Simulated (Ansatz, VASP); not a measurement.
# GaSb in two plane-wave programs, part 3 of 5

Wanted: the spread between two codes on one cell, functional and k mesh. The structure shown is the start of the Ansatz relaxation below; VASP solves that cell, so the two are compared at the walk's first step.

VASP 6.6.1 and Ansatz 0.2.0.

So far: The starting structure; Ansatz: relaxation, PBEsol; VASP: single point, PBEsol, start cell, pair 1.

**3. VASP: single point, PBEsol, start cell, pair 1 (continued)**

Level of this step: PBEsol; plane waves and PAW (Ga_d, Sb) (VASP).

Numbers of over 12 decimals in the logs are rounded to 6 here.

Parts of OUTCAR (step 3):

```text
ion  position               nearest neighbor table
   1  0.002  0.002  0.998-   2 2.61   2 2.61   2 2.64   2 2.64
   2  0.748  0.748  0.752-   1 2.61   1 2.61   1 2.64   1 2.64

  LATTYP: Found a body centered orthorhombic cell.
 ALAT       =     4.1486789238
 B/A-ratio  =     1.0428176151
 C/A-ratio  =     1.4922282764

 Subroutine GETGRP returns: Found  2 space group operations
 (whereof  2 operations were pure point group operations)

The static configuration has the point symmetry C_1h.

   k-points           NKPTS =   1728   k-points in BZ     NKDIM =   1728   number of bands    NBANDS=     15

   dimension x,y,z NGX =    28 NGY =   28 NGZ =   28
   dimension x,y,z NGXF=    56 NGYF=   56 NGZF=   56

   ENCUT  =  400.0 eV  29.40 Ry    5.42 a.u.   7.03  7.03  6.77*2*pi/ulx,y,z

   NELECT =      18.0000    total number of electrons

 k-points in reciprocal lattice and weights: Points of the shifted mesh
   0.04166667  0.04166667  0.04166667       0.001
   0.04166667  0.04166667  0.12500000       0.001
   0.04166667  0.04166667  0.20833333       0.001
   0.04166667  0.04166667  0.29166667       0.001
   0.04166667  0.04166667  0.37500000       0.001
   0.04166667  0.04166667  0.45833333       0.001
   0.04166667  0.04166667  0.54166667       0.001
   0.04166667  0.04166667  0.62500000       0.001
   0.04166667  0.04166667  0.70833333       0.001
[...]
0.95833333  0.95833333  0.87500000       0.001
   0.95833333  0.95833333  0.95833333       0.001

 average (electrostatic) potential at core
       1 -65.2848       2 -87.2109

 E-fermi :   5.1573

 k-point     1 :       0.0417    0.0417    0.0417
  band No.  band energies     occupation
    ...
      5      -9.9596      2.00000
      6      -6.6552      2.00000
      7       4.4959      2.00000
      8       4.9170      2.00000
      9       5.0193      2.00000
     10       5.6735      0.00000
     11       7.6156      0.00000
     12       7.9446      0.00000
     13       8.0503      0.00000
     14      10.8515      0.00000
    ...

 k-point     2 :       0.0417    0.0417    0.1250
  band No.  band energies     occupation
    ...
      5      -9.9594      2.00000
      6      -6.5484      2.00000
      7       3.5713      2.00000
      8       4.5662      2.00000
      9       4.8732      2.00000
     10       6.0577      0.00000
     11       7.7180      0.00000
     12       7.9056      0.00000
     13       8.7746      0.00000
     14      11.4739      0.00000
    ...

 k-point     3 :       0.0417    0.0417    0.2083
  band No.  band energies     occupation
    ...
      5      -9.9591      2.00000
      6      -6.2930      2.00000
      7       2.1537      2.00000
      8       4.2108      2.00000
      9       4.6290      2.00000
     10       6.0273      0.00000
     11       8.0955      0.00000
     12       8.2967      0.00000
     13       9.6393      0.00000
     14      12.2256      0.00000
    ...

  Total        0.6801979      0.6801979      0.1233693      0.7063057     -0.0012120     -0.0012120
  in kB       19.6156537     19.6156537      3.5577418     20.3685527     -0.0349519     -0.0349519
  external PRESSURE =      14.2630164 kB  Pullay stress =       0.0000000 kB

  energy-cutoff  :      400.00
  volume of cell :       55.56
      direct lattice vectors                 reciprocal lattice vectors
    -0.062804000  2.996363000  3.095388000    -0.163443186  0.163443186  0.161530638
     2.996363000 -0.062804000  3.095388000     0.163443186 -0.163443186  0.161530638
     2.933559000  2.933559000  0.000000000     0.170441433  0.170441433 -0.161530638

 POSITION                                       TOTAL-FORCE (eV/Angst)
 -----------------------------------------------------------------------------------
      2.93363      2.93363      0.01447        -0.000130     -0.000130      0.086898
      4.40027      4.40027      4.62861         0.000130      0.000130     -0.086898
 -----------------------------------------------------------------------------------
    total drift:                                0.000006      0.000006      0.000981

  FREE ENERGIE OF THE ION-ELECTRON SYSTEM (eV)
  ---------------------------------------------------
  free  energy   TOTEN  =        -8.1277653692 eV

  energy  without entropy=       -8.1277653692  energy(sigma->0) =       -8.12776537

 total charge
# of ion       s       p       d       tot
------------------------------------------
    1        0.911   0.792   9.966  11.668
    2        1.130   1.353   0.030   2.512
--------------------------------------------------
tot          2.040   2.145   9.995  14.181

[... 3 further parts left out ...]
```

The run ends at a pressure of 1.43 GPa, with forces up to 0.087 eV/Å.

**4. Side by side**

Known differences besides the potentials themselves: the data sets hold 28 valence electrons in Ansatz (on its PAW soft_1 files) and 18 in VASP; the cutoff is 420 eV in Ansatz and 400 eV in VASP; Ansatz makes its cores anew for this functional, VASP keeps those of its PBE data sets. Total energies have different zeros and are not compared.

Forces (eV/Å; atoms numbered as in POSCAR):

```tsv
atom	Ansatz x, y, z	VASP x, y, z
Ga1	0.000, 0.000, 0.086	0.000, 0.000, 0.087
Sb2	0.000, 0.000, -0.086	0.000, 0.000, -0.087
```

The forces differ by 0.5 meV/Å r.m.s., which is 1.0 % of the r.m.s. force of 0.050 eV/Å (both taken over all components).

**5. Ansatz: relaxation, PBEsol**

The two programs are compared at the cell with which this relaxation starts, whose forces are those of its first step. The cell compared in this pair holds 55.88 Å³, against 55.56 Å³ for the pair before.

The structure compared here is the start of the Ansatz relaxation; VASP solves that cell, so the two are compared at the walk's first step.

The input, input.yaml:

```yaml
crystal:
  lattice:
    - [-0.0469464261, 3.0110635837, 3.0822610867]
    - [3.0110635837, -0.0469464261, 3.0822610867]
    - [2.9641171576, 2.9641171576, 0.0]
  atoms:
    - { symbol: Ga, position: [0.00155425, 0.00155425, -0.0015277088] }
    - { symbol: Sb, position: [0.74844575, 0.74844575, 0.7515277088] }
  conventional_axes: [[0, 0, 1], [1, -1, 0], [1, 1, -1]]
kpoints:
  mp_grid: { grid: [12, 12, 12], shift: [0.5, 0.5, 0.5] }
hamiltonian:
  xc: pbesol
  pseudopotentials: { kind: paw, azcp: { folder: soft_1 }, xc_functional: pbe }
scf:
  occupations: { method: gaussian, width: 0.015 }
output:
  forces: true
  stress: true
  eigenvalues: true
relax:
  adjacent_minimum: "off"
  f_tol: 0.001
  max_steps: 60
  cell: { stress_tol: 0.01, fix: [a, angles] }
```

On the command line:

```sh
$ ansatz run input.yaml --threads 4 --pin off --max-ram 10240MiB --backend cpu --events-out ev --progress --plain --runs-dir out
```

Output:

```text
[...]
Crystal: 2 atoms, lattice volume = 55.877 Å³
Basis set: ecut = 420 eV, 1083 PW (Γ), exchange–correlation on 60×60×60 points (8 copies of the dense FFT grid, shifted against one another)
Bands: 18, of which v1, the nominal top of the filled ones, is band 14 counted from 1 (13 counted from 0)
Symmetry: 2 space group operations
[...]
k-points: 468 of 1728 (time reversal used)
[...]
k-point 467: bands = [... 10 lower, -1.9161, 1.5162, 6.0458, 6.5671, 8.8072, 11.4904, 11.8059, 14.5447]
--- Relaxed structure (3 steps of the walk, 3 accepted, 1 SCFs on fresh bases) ---
[...]
cell:  # Å, volume = 56.1363 Å³
    - [-0.047525, 3.011642, 3.095388]
    - [3.011642, -0.047525, 3.095388]
    - [2.9641171576, 2.9641171576, 0.0]
  atoms:
    - { symbol: Ga, position: [0.00233702, 0.00233702, -0.00231289] }
    - { symbol: Sb, position: [0.747663, 0.747663, 0.752313] }
[key lines of the parts left out:]
SCF converged after 6 iterations
Free energy (F): -10151.603672 eV
Fermi energy:    8.049979 eV
P = ⅓ Tr σ = 0.8867 GPa (8.867 kbar)
```

(Part 3 of 5 ends here.)

[Lines on the potential files, build, host, timing and source positions are cut from VASP's logs without a mark.]

[Logs are printed without paths, hosts, clocks, repeated set-up lines and the standing remarks that a program may print on its own settings, such as how far it seeks lower states.]

[Hosts, paths, dates, database ids (printed as entryN), source tags and the programs' standing remarks are cut or masked in the printed files.]
